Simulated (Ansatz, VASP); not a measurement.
Two plane-wave programs on CO2

```xyz
6
Lattice="2.6359 -2.3874 0.0000 2.6359 2.3874 0.0000 0.0000 0.0000 6.5872" Properties=species:S:1:pos:R:3 pbc="T T T"
C     0.0000    0.0000    0.0000
C     2.6359    0.0000    3.2936
O     2.6359   -1.4635    5.8747
O     2.6359    1.4635    0.7124
O     2.6359   -0.9239    2.5811
O     2.6359    0.9239    4.0060
```

The cell comes from a database or a generator and needn't be the stable form of this composition.

Alike in both runs: task single point; functional PBE; dispersion D3(BJ); k mesh 6 × 6 × 4; occupations gaussian, width 0.1 eV; no spin polarisation.

|  | VASP | Ansatz |
| --- | --- | --- |
| version | VASP 6.6.1 | Ansatz 0.2.0 |
| potentials or method | VASP PAW PBE potentials, release 64 (C, O) | scalar-relativistic, plane waves, PAW |
| plane-wave cutoff (eV) | 520 | 420 |
| valence electrons in the cell | 32 | 32 |

Ansatz gave:

| Quantity | Value |
| --- | --- |
| gap on the k mesh at the Fermi level (eV) | 6.64 |
| least direct gap on the mesh (eV) | 7.19 |
| pressure (GPa) | 1.6 |
| largest component of the traceless stress (GPa) | 0.41 |
| rms of the force components (eV/Å) | 0.071 |

What did VASP give for the same quantities?

gap on the k mesh at the Fermi level (eV): 6.61; least direct gap on the mesh (eV): 7.17; pressure (GPa): 3.3; largest component of the traceless stress (GPa): 2.23; rms of the force components (eV/Å): 0.374.

Atom by atom the forces differ by 0.303 eV/Å (rms over components).

Caveats: the standard files for N, O and F lose accuracy on very short bonds. A k mesh can miss the band edges. Expect the measured gap to be larger: semilocal functionals such as PBE lack the derivative discontinuity.
